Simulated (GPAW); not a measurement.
# Ge (Fd-3m) in GPAW: settings compared

Aim: see how the results for Ge move with the level of theory and the settings. Levels: PW91+D4, AM05. Tasks: equation of state.

Everything below comes from runs of GPAW 26.7.0. Logs are shortened: lines on timing, memory, paths and dates and some standing lists are left out, and cuts for length are marked. The log counts tension as positive stress, the text compression.

**Experimental background.**

From “Sub-monolayer structures of Ag overlayers on Ge(111): experimental observations and first-principles study”, 2019, arxiv:1908.00180, for a bulk crystal of Ge: bulk modulus 75.8 GPa.

The results are compared with them further down.

### Step 1. Starting point

Symmetry: Fd-3m, No. 227, cubic system. The conventional cell has a = 5.658 Å, b = 5.658 Å, c = 5.658 Å, α = 90.00°, β = 90.00°, γ = 90.00°. Ge (site symmetry -43m) is surrounded by 4 Ge at 2.45 Å.

### Step 2. Equation of state, PW91+D4

File run.py:

```python
from ase import Atoms
from ase.calculators.mixing import SumCalculator
from ase.eos import EquationOfState
from ase.io import Trajectory
from ase.units import GPa
from dftd4.ase import DFTD4
from gpaw import GPAW, PW, setup_paths

setup_paths.insert(0, '.')

atoms = Atoms(['Ge', 'Ge'],
              cell=[[0.0, 2.82891, 2.82891],
                    [2.82891, 0.0, 2.82891],
                    [2.82891, 2.82891, 0.0]],
              scaled_positions=[[0.75, 0.75, 0.75],
                                [0.5, 0.5, 0.5]],
              pbc=True)

traj = Trajectory('eos.traj', 'w')
volumes, energies = [], []
for x in [0.94, 0.96, 0.98, 1.0, 1.02, 1.04, 1.06]:
    a = atoms.copy()
    a.set_cell(atoms.cell * x**(1 / 3), scale_atoms=True)
    calc = GPAW(mode=PW(600),
                xc='GGA_X_PW91+GGA_C_PW91',
                kpts={'size': (8, 8, 8), 'gamma': True},
                occupations={'name': 'fermi-dirac', 'width': 0.05},
                nbands=11,
                convergence={'density': 1e-05, 'energy': 1e-05},
                maxiter=150,
                txt=f'eos-{x:.2f}.txt')
    a.calc = SumCalculator([calc, DFTD4(method='pw91')])
    energies.append(a.get_potential_energy())
    volumes.append(a.get_volume())
    p = -a.get_stress()[:3].mean() / GPa
    calc.write(f'eos-{x:.2f}.gpw')
    traj.write(a)
    print(f'{x:.2f} {volumes[-1]:10.4f} A^3 {energies[-1]:14.6f} eV {p:9.3f} GPa', flush=True)

v0, e0, B = EquationOfState(volumes, energies, eos='birchmurnaghan').fit()
print(f'V0 = {v0:.4f} A^3, E0 = {e0:.6f} eV, B0 = {B / GPa:.2f} GPa')
```

Potentials or basis: PAW data sets generated in the run's folder for this functional, pw.

Launch:

```console
gpaw-setup -f GGA_X_PW91+GGA_C_PW91 Ge
OMP_NUM_THREADS=1 python run.py
```

Log:

```text
__  _  _
 | _ |_)|_||  |
 |__||  | ||/\| - 26.7.0

Input parameters:
  mode=PW(ecut=600.0),
  convergence={'density': 1e-05, 'energy': 1e-05},
  kpts=MonkhorstPack(size=(8, 8, 8), gamma=True),
  maxiter=150,
  nbands=11,
  occupations=Occupations(name='fermi-dirac', width=0.05),
  xc=XC(name='GGA_X_PW91+GGA_C_PW91')

Diagonalizing LCAO Hamiltonian
Converting LCAO to pw mode

           Ge

       Ge

Atoms  # Å, Bohr magnetons
|   | symbol |        x |        y |        z |    initial magnetic moments |
|---|--------|----------|----------|----------|-----------------------------|
| 0 |     Ge | 4.156741 | 4.156741 | 4.156741 | ( 0.0000,  0.0000,  0.0000) |
| 1 |     Ge | 2.771161 | 2.771161 | 2.771161 | ( 0.0000,  0.0000,  0.0000) |

Unit cell  # Å
| periodic |        x |        y |        z |  lengths |    angles |
|----------|----------|----------|----------|----------|-----------|
|      yes | 0.000000 | 2.771161 | 2.771161 | 3.919013 | 60.000000 |
|      yes | 2.771161 | 0.000000 | 2.771161 | 3.919013 | 60.000000 |
|      yes | 2.771161 | 2.771161 | 0.000000 | 3.919013 | 60.000000 |

Number of symmetries: 24
Symmetry operations  # r_c * U_cc + t_c -> r_c
|    | kind |            matrix            |
|----|------|------------------------------|
|  0 |  E   |  1, 0, 0,  0, 1, 0,  0, 0, 1 |
|  1 |  σ   |  1, 0, 0,  0, 0, 1,  0, 1, 0 |
|  2 |  σ   |  1, 0,-1,  0, 1,-1,  0, 0,-1 |
|  3 |  C3  |  1, 0,-1,  0, 0,-1,  0, 1,-1 |
|  4 |  C3  |  1,-1, 0,  0,-1, 1,  0,-1, 0 |
|  5 |  σ   |  1,-1, 0,  0,-1, 0,  0,-1, 1 |
|  6 |  σ   |  0, 1, 0,  1, 0, 0,  0, 0, 1 |
|  7 |  C3  |  0, 1, 0,  0, 0, 1,  1, 0, 0 |
|  8 |  C2  |  0, 1,-1,  1, 0,-1,  0, 0,-1 |
|  9 |  S4  |  0, 1,-1,  0, 0,-1,  1, 0,-1 |
| 10 |  C3  |  0, 0, 1,  1, 0, 0,  0, 1, 0 |
| 11 |  σ   |  0, 0, 1,  0, 1, 0,  1, 0, 0 |
| 12 |  S4  |  0, 0,-1,  1, 0,-1,  0, 1,-1 |
| 13 |  C3  |  0, 0,-1,  0, 1,-1,  1, 0,-1 |
| 14 |  S4  |  0,-1, 1,  1,-1, 0,  0,-1, 0 |
| 15 |  C2  |  0,-1, 1,  0,-1, 0,  1,-1, 0 |
| 16 |  C3  |  0,-1, 0,  1,-1, 0,  0,-1, 1 |
| 17 |  S4  |  0,-1, 0,  0,-1, 1,  1,-1, 0 |
| 18 |  S4  | -1, 1, 0, -1, 0, 1, -1, 0, 0 |
| 19 |  C3  | -1, 1, 0, -1, 0, 0, -1, 0, 1 |
| 20 |  C3  | -1, 0, 1, -1, 1, 0, -1, 0, 0 |
| 21 |  S4  | -1, 0, 1, -1, 0, 0, -1, 1, 0 |
| 22 |  σ   | -1, 0, 0, -1, 1, 0, -1, 0, 1 |
| 23 |  C2  | -1, 0, 0, -1, 0, 1, -1, 1, 0 |

BZ-sampling:
  Number of BZ points: 512
  Number of IBZ points: 29

  Monkhorst-Pack size: [8, 8, 8]
  Monkhorst-Pack shift: [0.0625, 0.0625, 0.0625]

K-points  # in reciprocal-cell coordinates
|     |                                coordinates |     weight |
|-----|--------------------------------------------|------------|
|   0 | (  0.00000000,   0.00000000,   0.00000000) | 0.00195312 |
|   1 | (  0.12500000,   0.12500000,   0.00000000) | 0.01171875 |
|   2 | (  0.12500000,   0.12500000,   0.12500000) | 0.01562500 |
|   3 | (  0.25000000,   0.12500000,   0.12500000) | 0.02343750 |
|   4 | (  0.25000000,   0.25000000,   0.00000000) | 0.01171875 |
|   5 | (  0.25000000,   0.25000000,   0.12500000) | 0.04687500 |
|   6 | (  0.25000000,   0.25000000,   0.25000000) | 0.01562500 |
|   7 | (  0.37500000,   0.25000000,  -0.37500000) | 0.04687500 |
|   8 | (  0.37500000,   0.25000000,   0.12500000) | 0.04687500 |
|   9 | (  0.37500000,   0.25000000,   0.25000000) | 0.04687500 |
| ... |                                            |            |
|  28 | (  0.50000000,   0.50000000,   0.50000000) | 0.00781250 |

Plane wave coefficients: 1433
Cutoff: 600.0 eV

Spin-components: 1 (collinear spins)
Bands:           11
Projectors:      10
Spin-degeneracy: 2
Datatype:        complex128

Parallelization:
  kpt:    1
  domain: 1
  band:   1

Density:
  Valence electrons: 8.0
  Components: 1
  Grid points: [24 24 24]
  Charge: 0.0  # |e|

Potential:
  Grid points: [24 24 24]

species:
  Ge:
    name:    Germanium
    Z:       32.0
    valence: 4
    core:    28
    charge:  0.0  # [|e|]
    compensation charges:
      type: gauss
      rc: 0.32  # [Å]
      lmax: 2
    cutoffs:
      filter: 1.77  # [Å]
      core: 3.42  # [Å]
    projectors
    | kind |    occ | energy [eV] | rcut [Å] |
    |------|--------|-------------|----------|
    |   4s |  2.000 |     -11.799 |    1.005 |
    |   4p |  2.000 |      -3.941 |    1.005 |
    |    s |        |      15.412 |    1.005 |
    |    p |        |      23.270 |    1.005 |
    |    d |        |       0.000 |    1.005 |

    Using partial waves for Ge as LCAO basis

Reference energy: -114221.031490  # eV

eigensolver:
  PPCG
  Converge bands: occupied
  niter=2

density mixing:
  MSR1-Mixer
  Pratt-step length: 0.05
  Maximum mixing coefficient: 0.75
  Old densities: 10
  SVD Regularization: 0.005
  Good broyden scale: 1.0
  Trust region scale: 1.0
  Backstep threshold: 4.0
  History deletion threshold: 6.0
  Fourier metric: weight=20.0, sigma=0.015

occupation numbers:
  Fermi-Dirac:
    width: 0.0500  # eV

poisson solver:
  ecut: 4800.0  # eV

xc functional:
  name: GGA_X_PW91+GGA_C_PW91 with 2 nearest neighbor stencil

convergence criteria:
- Maximum integral of absolute [dens]ity change: 1e-05 electrons / valence electron
- Maximum [total energy] change in last 3 cyles: 1e-05 eV / valence electron
- Maximum integral of absolute [eigenst]ate change: 4e-08 eV^2 / valence electron
maximum number of iterations: 150

SCF iterations
|iter     | |      energy | eigst |  dens |
|---------|-|-------------|-------|-------|
|iter:   1| |   -8.977502 | -0.45 |       |
|iter:   2| |   -8.972049 | -2.72 | -0.90 |
|iter:   3| |   -8.924080 | -2.58 | -0.93 |
|iter:   4| |   -8.923668 | -3.51 | -1.54 |
|iter:   5| |   -8.923729 | -5.22 | -2.44 |
|iter:   6| |   -8.923732c| -6.79 | -3.26 |
|iter:   7| |   -8.923733c| -7.89c| -3.74 |
|iter:   8| |   -8.923733c| -8.41c| -5.08c|

Converged in 8 steps
Energy contributions relative to reference atoms: (reference = -114221.031490)

Energy contributions:
  Kinetic:          34.887617
  Coulomb:         -30.700881
  Zero:              0.006933
  External:          0.000000
  Xc:              -13.117309
  Entropy:          -0.000185
  Spinorbit:         0.000000
  ----------------------------
  Free energy:      -8.923826
  Extrapolated:     -8.923733

dipole moment: (3.722332, 3.722332, 3.722332)  # |e|*Ang

Fermi level: 6.781
Eigenvalues  # (at kpt = [0.000, 0.000, 0.000])
| band index |      eig [eV] | occ [0-2] |
|------------|---------------|-----------|
|          0 |        -6.647 |     2.000 |
|          1 |         6.609 |     1.938 |
|          2 |         6.609 |     1.938 |
|          3 |         6.609 |     1.938 |
|          4 |         7.216 |     0.000 |
|          5 |         9.196 |     0.000 |
|          6 |         9.196 |     0.000 |
|          7 |         9.196 |     0.000 |
|          8 |        13.195 |     0.000 |
|          9 |        16.190 |     0.000 |
|         10 |        16.194 |     0.000 |

Gap: 0.372 eV
Transition (v -> c):
  (s=0, k=0, n=3, [0.00, 0.00, 0.00]) -> (s=0, k=28, n=4, [0.50, 0.50, 0.50])
Direct/indirect transitions are different
Direct gap: 0.607 eV
Transition at: (s=0, k=0, n=3, [0.00, 0.00, 0.00])

Stress tensor  # eV/Ang^3
|         x |         y |         z |
|-----------|-----------|-----------|
| -0.057745 |  0.000000 | -0.000000 |
|  0.000000 | -0.057745 | -0.000000 |
| -0.000000 | -0.000000 | -0.057745 |

# Writing to eos-0.94.gpw (mode='')
```

Run time: 72 s. Hardware: 1 thread of Arm Neoverse V1, shared host; peak memory 0.23 GiB.

Results:

| Property | Result |
| --- | --- |
| Equilibrium volume | 23.29 Å³/atom |
| Bulk modulus | 64 GPa |
| Pressure derivative of the bulk modulus | 5.1 (rough: it moves with the points fitted) |

Energy against volume, from the lowest point:
| volume (Å³/atom) | energy (meV/atom) |
| --- | --- |
| 21.281 | 41.03 |
| 21.733 | 23.42 |
| 22.186 | 11.13 |
| 22.639 | 3.53 |
| 23.092 | 0.00 |
| 23.545 | 0.18 |
| 23.997 | 3.70 |

### Step 3. Equation of state, AM05

File run.py:

```python
from ase.eos import EquationOfState
from ase.io import Trajectory, read
from ase.units import GPa
from gpaw import GPAW, PW, setup_paths

setup_paths.insert(0, '.')

atoms = read('Ge.xyz')

traj = Trajectory('eos.traj', 'w')
volumes, energies = [], []
for x in [0.94, 0.96, 0.98, 1.0, 1.02, 1.04, 1.06]:
    a = atoms.copy()
    a.set_cell(atoms.cell * x**(1 / 3), scale_atoms=True)
    calc = GPAW(mode=PW(600),
                xc='AM05',
                kpts={'size': (8, 8, 8), 'gamma': True},
                occupations={'name': 'fermi-dirac', 'width': 0.05},
                nbands=11,
                convergence={'density': 1e-05, 'energy': 1e-05},
                maxiter=150,
                txt=f'eos-{x:.2f}.txt')
    a.calc = calc
    energies.append(a.get_potential_energy(force_consistent=True))
    volumes.append(a.get_volume())
    p = -a.get_stress()[:3].mean() / GPa
    calc.write(f'eos-{x:.2f}.gpw')
    traj.write(a)
    print(f'{x:.2f} {volumes[-1]:10.4f} A^3 {energies[-1]:14.6f} eV {p:9.3f} GPa', flush=True)

v0, e0, B = EquationOfState(volumes, energies, eos='birchmurnaghan').fit()
print(f'V0 = {v0:.4f} A^3, E0 = {e0:.6f} eV, B0 = {B / GPa:.2f} GPa')
```

File Ge.xyz:

```xyz
2
Lattice="0.0000000000 2.8289100000 2.8289100000 2.8289100000 0.0000000000 2.8289100000 2.8289100000 2.8289100000 0.0000000000" Properties=species:S:1:pos:R:3 pbc="T T T"
Ge     4.2433650000      4.2433650000      4.2433650000
Ge     2.8289100000      2.8289100000      2.8289100000
```

Potentials or basis: PAW data sets generated in the run's folder for this functional, pw.

Launch:

```console
gpaw-setup -f AM05 Ge
OMP_NUM_THREADS=1 python run.py
```

Wall time 72 s (1 thread of Arm Neoverse V1, shared host); peak memory 0.24 GiB.

Results (log left out):

| Item | Value |
| --- | --- |
| Equilibrium volume | 23.02 Å³/atom |
| Bulk modulus | 66 GPa |
| Pressure derivative of the bulk modulus | 5.2 (rough: it moves with the points fitted) |

Energy against volume, from the lowest point:
| volume (Å³/atom) | energy (meV/atom) |
| --- | --- |
| 21.281 | 31.44 |
| 21.733 | 16.40 |
| 22.186 | 6.55 |
| 22.639 | 1.29 |
| 23.092 | 0.00 |
| 23.545 | 2.29 |
| 23.997 | 7.83 |

### Step 4. How close it comes

Step 2. Measured bulk modulus of Ge: 75.8 GPa (quoted in “Sub-monolayer structures of Ag overlayers on Ge(111): experimental observations and first-principles study”, 2019, arxiv:1908.00180). This calculation gives 64 GPa (-15.9 %). The fit is for a static lattice scaled at fixed shape and fixed fractional positions. The cell as given is a measured one (22.64 Å³/atom); PW91+D4 puts the equilibrium volume +2.9 % from it, thermal expansion not counted.

Step 3. Against the measured bulk modulus of Ge, 75.8 GPa (quoted in “Sub-monolayer structures of Ag overlayers on Ge(111): experimental observations and first-principles study”, 2019, arxiv:1908.00180), the calculated 66 GPa is off by -13.4 %. The fit is for a static lattice scaled at fixed shape and fixed fractional positions. The cell as given is a measured one (22.64 Å³/atom); AM05 puts the equilibrium volume +1.7 % from it, thermal expansion not counted.
